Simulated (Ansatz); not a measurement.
# SiO₂: 17O NMR of the central transition

Cell: a computed structure from the Materials Project (it need not be an observed phase).

```cif
data_SiO2
_symmetry_space_group_name_H-M 'Pbcn'
_symmetry_Int_Tables_number 60
_cell_length_a 8.6878
_cell_length_b 10.4382
_cell_length_c 4.8414
_cell_angle_alpha 90.000
_cell_angle_beta 90.000
_cell_angle_gamma 90.000
loop_
_atom_site_label
_atom_site_type_symbol
_atom_site_symmetry_multiplicity
_atom_site_Wyckoff_symbol
_atom_site_fract_x
_atom_site_fract_y
_atom_site_fract_z
Si1 Si 8 d 0.2867 0.9159 0.0606
Si4 Si 4 c 0.0000 0.7831 0.2500
O13 O 8 d 0.8912 0.8701 0.4476
O15 O 8 d 0.3946 0.8011 0.9556
O17 O 8 d 0.1792 0.4575 0.3768
```

One atom of each set is listed.

The numbers come from a DFT calculation in Ansatz (PBE, plane waves and PAW, scalar-relativistic, 420 eV cutoff, Γ-centred 3×3×5 k-points, Fermi–Dirac smearing 0.02 eV).

17O has I = 5/2 and Q = -25.58 mb (Pyykkö 2018); at 23.5 T its Larmor frequency is ν₀ = 135.7 MHz. Only the quadrupole interaction is simulated: positions count from each site's isotropic chemical shift, and J coupling is left out, as are shift anisotropy and dipolar coupling, which fast spinning averages.

(1) What does the 17O spectrum (fast magic-angle spinning) show for each site?

Results:

(1) 

```tsv
site	first shell	C_Q (MHz)	η	P_Q (MHz)	δ_QIS (ppm)	breadth (kHz)
O13	2 Si at 1.62 Å, angle 135°	-5.67	0.30	5.76	-10.8	3.36
O15	2 Si at 1.60–1.61 Å, angle 159°	-6.28	0.08	6.29	-12.9	3.84
O17	2 Si at 1.62 Å, angle 135°	-5.35	0.39	5.49	-9.81	3.08
```

δ_QIS = −(ν_Q²/30ν₀²)[I(I+1) − 3/4](1 + η²/3) × 10⁶ ppm with ν_Q = 3|C_Q|/[2I(2I−1)]; it falls as 1/B₀² in ppm, and the breadth as 1/B₀ in kHz.

At O13 and O17 V_zz runs parallel to the line that joins its two neighbours (within 5°) in each case. At O15 V_zz points along the line of its two bonds (within 3°).

At this cell the PBE pressure is 6 GPa, so with PBE the cell would grow if it were relaxed. The entry's cell may itself be off. The largest force is 0.3 eV/Å, so the atoms aren't at the calculated equilibrium and relaxing them would move these values.
